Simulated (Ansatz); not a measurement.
## Ge: where the heat goes in a short trajectory

All numbers below come from DFT PBE, scalar-relativistic, plane waves, PAW in Ansatz 0.2.0. The runs took a 420 eV cutoff, a shifted (0.5, 0.5, 0.5 steps) 2×2×2 mesh and Fermi–Dirac smearing (0.33 eV). The mesh is coarse. No spin polarisation.

24 atoms start on the lattice sites below (V = 509.2 Å³, 1.10 times the source cell's; static pressure -4.50 GPa, largest force component 0.03 eV/Å) with velocities drawn for 3800 K; Langevin thermostat aiming at the same temperature, at which the real crystal may have melted, fixed cell, 60 steps of 3 fs.

```
Ge
1.0
     5.37190    5.37596    2.93876
    -5.37190    5.37596    2.93876
     0.00000    0.00000    8.81629
Ge
24
Direct
  0.12500 0.62500 0.20850
  0.12500 0.12500 0.20850
  0.12500 0.62500 0.54183
  0.62500 0.62500 0.20850
  0.12500 0.12500 0.54183
  0.62500 0.12500 0.20850
  0.12500 0.62500 0.87516
  0.62500 0.62500 0.54183
  0.12500 0.12500 0.87516
  0.62500 0.12500 0.54183
  0.62500 0.62500 0.87516
  0.62500 0.12500 0.87516
  0.37500 0.37500 0.79150
  0.37500 0.87500 0.79150
  0.37500 0.37500 0.12484
  0.87500 0.37500 0.79150
  0.37500 0.87500 0.12484
  0.87500 0.87500 0.79150
  0.37500 0.37500 0.45817
  0.87500 0.37500 0.12484
  0.37500 0.87500 0.45817
  0.87500 0.87500 0.12484
  0.87500 0.37500 0.45817
  0.87500 0.87500 0.45817
```

```
t (fs) T (K) kinetic energy (meV/atom) potential energy over the first frame (meV/atom) P with the kinetic part (GPa)
   0.0   3642                      470.7                                               0.0                          -2.13
  12.0   3514                      454.3                                              18.0                          -1.41
  24.0   3654                      472.3                                              62.6                           0.52
  36.0   3505                      453.1                                             122.0                           2.75
  48.0   3138                      405.7                                             164.2                           4.16
  60.0   2739                      354.0                                             238.4                           5.88
  72.0   3083                      398.5                                             302.4                           7.67
  84.0   3483                      450.2                                             315.4                           8.45
  96.0   3464                      447.7                                             260.9                           7.26
 108.0   3416                      441.6                                             252.9                           7.01
 120.0   3623                      468.3                                             265.0                           7.34
 132.0   4112                      531.5                                             247.1                           7.20
 144.0   3463                      447.6                                             245.2                           7.09
 156.0   3904                      504.6                                             259.3                           8.04
 168.0   4291                      554.6                                             296.0                           9.30
 180.0   4306                      556.7                                             339.0                          10.21
```

T counts 3N degrees of freedom. Means over every step of the second half, not only the rows shown: T = 3743 K, kinetic energy 483.8 meV/atom, potential energy 267.9 meV/atom, P = 7.80 GPa.

Task: Does the potential energy follow equipartition for harmonic vibrations?

Result: In a harmonic crystal each vibration holds as much potential as kinetic energy on average; T is counted on all 3N degrees of freedom here, and the thermostat also drives the centre of mass, which has no potential energy, so the share is (N − 1)/N of the kinetic energy, 463.7 meV/atom. The run has 267.9, a ratio of 0.58. The deficit can mean that slow modes haven't yet taken up their share, that the thermostat is still feeding kinetic energy, or that the atoms found a lower arrangement than the start. So short a run gives a rough mean. Electronic entropy is part of the potential energy at this smearing.

Task: Split the rise of pressure into the kinetic part and the rest. Can a thermal Grüneisen parameter be estimated?

Result: The program counts the kinetic part as N k_B T/V = 2.44 GPa. The pressure lies 12.30 GPa over the static one in all, so the forces add 9.87 GPa. The potential energy lies far under its harmonic share, so slow or unstable modes may dominate and no γ is drawn.

Cost: 1 run of about 77 core-minutes (earlier runs that led there not counted), on Arm Neoverse V1 (shared hosts).